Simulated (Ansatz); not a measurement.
VO2, 6 atoms in the cell. It takes space group P4_2/mnm (No. 136, tetragonal). The conventional cell has a = 4.507 Å, b = 4.507 Å, c = 3.044 Å, α = 90.00°, β = 90.00°, γ = 90.00°. V (site symmetry mmm) is surrounded by 6 O at 1.91 to 1.99 Å. O (site symmetry m2m) is surrounded by 3 V at 1.91 to 1.99 Å. The cell is a database's computed one.

- Program: Ansatz 0.2.0
- Task: single point
- Functional: HSEsol
- Potentials or basis: Ansatz PAW
- Cutoff: 420 eV (not typed: the program's choice for these potentials)
- k mesh: 4 × 4 × 5
- Occupations: fermi-dirac, width 0.05 eV
- Spin: collinear spin, ferromagnetic start
- Starting moments: [2.0, 2.0, 0.0, 0.0, 0.0, 0.0] μB

Potentials or basis: Ansatz PAW.

Command:

```console
$ ansatz run input.yaml --threads 2 --pin off --max-ram 5632MiB --backend cpu --events-out ev --progress --plain --runs-dir out
```

Hardware: 2 threads of AMD EPYC 9R45 96-Core Processor (Zen 5) (shared host).

**Question.** How long does it take, and how much memory?

**Answer.** Wall time 36 s on 2 threads of AMD EPYC 9R45 96-Core Processor (Zen 5), with other jobs on the host, peak memory 1.5 GiB. Counts: scf iterations 62, plane waves 1195, k points 18, bands 33.
